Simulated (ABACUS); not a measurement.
The system is Al.

```
CELL_PARAMETERS angstrom
-2.02481 0.00000 2.02481
0.00000 2.02481 2.02481
-2.02481 2.02481 0.00000
ATOMIC_POSITIONS crystal
Al 0.00000 0.00000 0.00000
```

| Item | Value |
| --- | --- |
| Program | ABACUS 3.10.1 |
| Task | relaxation of cell and atoms |
| Functional | AM05 |
| Potentials or basis | PseudoDojo NC SR 0.4.1 PBEsol standard |
| Cutoff | 558 eV |
| Density cutoff | 2231 eV |
| Basis | plane waves |
| k mesh | 9 × 9 × 9 |
| Occupations | fermi-dirac, width 0.05 eV |
| Spin | no spin polarisation |

At the start: pressure -2.9 GPa; volume 16.60 Å³/atom.

Question: How do energy, volume and symmetry change on relaxing?

Answer: Over 3 steps the energy falls by 5.3 meV/atom and the volume is 16.02 Å³/atom (-3.5 %); space group Fm-3m (No. 225, to 0.05 Å).

The path:
| step | energy change (eV) | largest force (eV/Å) | pressure (GPa) | volume (Å³) |
| --- | --- | --- | --- | --- |
| 1 | 0.0000 | 0.0000 | -2.87 | 16.60 |
| 2 | -0.0050 | 0.0000 | 0.83 | 15.87 |
| 3 | -0.0053 | 0.0000 | 0.00 | 16.02 |

Final structure:
```cif
data_structure
_symmetry_space_group_name_H-M 'P 1'
_symmetry_Int_Tables_number 1
_cell_length_a 2.8297
_cell_length_b 2.8297
_cell_length_c 2.8297
_cell_angle_alpha 60.000
_cell_angle_beta 60.000
_cell_angle_gamma 60.000
_cell_volume 16.02
loop_
_atom_site_label
_atom_site_type_symbol
_atom_site_fract_x
_atom_site_fract_y
_atom_site_fract_z
_atom_site_occupancy
Al1 Al 0.00000 0.00000 0.00000 1
```

Caveat: the potentials were made for another functional, which shifts forces and pressure.
